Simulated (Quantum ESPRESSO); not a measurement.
**Hf in Quantum ESPRESSO: the effect of functional**

Hf:

```
CELL_PARAMETERS angstrom
2.91381 0.00000 0.00000
0.00000 2.91381 0.00000
0.00000 0.00000 2.91381
ATOMIC_POSITIONS crystal
Hf 0.50000 0.50000 0.50000
```

The cell was built by a generator and needn't be a form met in nature.

Alike in all runs:

| Quantity | Value |
| --- | --- |
| Program | Quantum ESPRESSO 7.5 |
| Task | phonon dispersion |
| Cutoff | 612 eV |
| Density cutoff | 4898 eV |
| k mesh | 8 × 8 × 8 |
| Occupations | cold, width 0.2 eV |
| Spin | no spin polarisation |

Each run relaxes the cell or the atoms first.

| functional | potentials or basis | relaxed volume (Å³/atom) | highest phonon frequency (cm⁻¹) |
| --- | --- | --- | --- |
| LDA | GBRV 1.5 LDA | ? | ? |
| PBE | GBRV 1.5 PBE | 25.05 | 166 |
| PBEsol | GBRV 1.5 PBEsol | 23.84 | 160 |

**Question.** What does the run with functional LDA give?

**Answer.** Relaxed volume 22.86 Å³/atom; highest phonon frequency 156 cm⁻¹.

Caveats: the mesh is thin for the phonons of a metal; some modes are imaginary.
